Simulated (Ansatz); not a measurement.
# PbO: do energies and stresses tell the same story?

These are results of Ansatz, DFT PBE, scalar-relativistic, plane waves, PAW, not measurements.

Plane waves to 420 eV, a k mesh through Γ of 8×8×6 on the computed 4-atom cell and Gaussian smearing (0.02 eV); no spin polarisation.

Relaxed cell: P4/nmm, a = 4.057 Å, b = 4.057 Å, c = 5.596 Å, α = 90.00°, β = 90.00°, γ = 90.00°, 4 atoms in the primitive cell. Whether it is the stable form of this composition wasn't checked.

Energies at zero smearing and pressures from the stress tensor, at volumes with shape and atoms relaxed:
```
V (Å³/atom) E − E(first) (meV/atom) P (GPa)
     21.646                     0.00    0.711
     22.337                    -2.02    0.340
     23.028                    -2.65    0.003
     23.718                    -2.32   -0.244
     24.409                    -1.46   -0.325
```

Question: Check P = −dE/dV between neighbouring volumes, and get the bulk modulus from the pressures alone.

Answer: With 1 eV/Å³ = 160.2 GPa:
```json
{"middle V (Å³/atom)": "21.991", "−ΔE/ΔV (GPa)": "0.468", "mean P (GPa)": "0.525"}
{"middle V (Å³/atom)": "22.682", "−ΔE/ΔV (GPa)": "0.147", "mean P (GPa)": "0.171"}
{"middle V (Å³/atom)": "23.373", "−ΔE/ΔV (GPa)": "-0.078", "mean P (GPa)": "-0.120"}
{"middle V (Å³/atom)": "24.064", "−ΔE/ΔV (GPa)": "-0.199", "mean P (GPa)": "-0.284"}
```

The two differ by 0.085 GPa at most. The mean of two end pressures misses the average over a step by about ΔV² P″/12, up to 0.017 GPa here; with that taken off 0.103 GPa remains, from the finite cutoff, the mesh or the relaxation's tolerance. Around V = 23.028 Å³/atom, the two neighbours give B = −V ΔP/ΔV = 23.028 × 0.583 / 1.382 = 9.7 GPa, against B0 = 6.9 GPa from the Birch–Murnaghan fit of the energies, which describes these points poorly (B0' = 14.7).

Spin–orbit coupling is left out, which can shift energies with elements as heavy as these. The cell holds layers, and where no dispersion correction was added their binding is poorly described.

Cost: 6 runs of about 9.4 core-minutes in all, on Intel Xeon Processor @ 2.50GHz (Skylake/Cascade Lake) (shared hosts).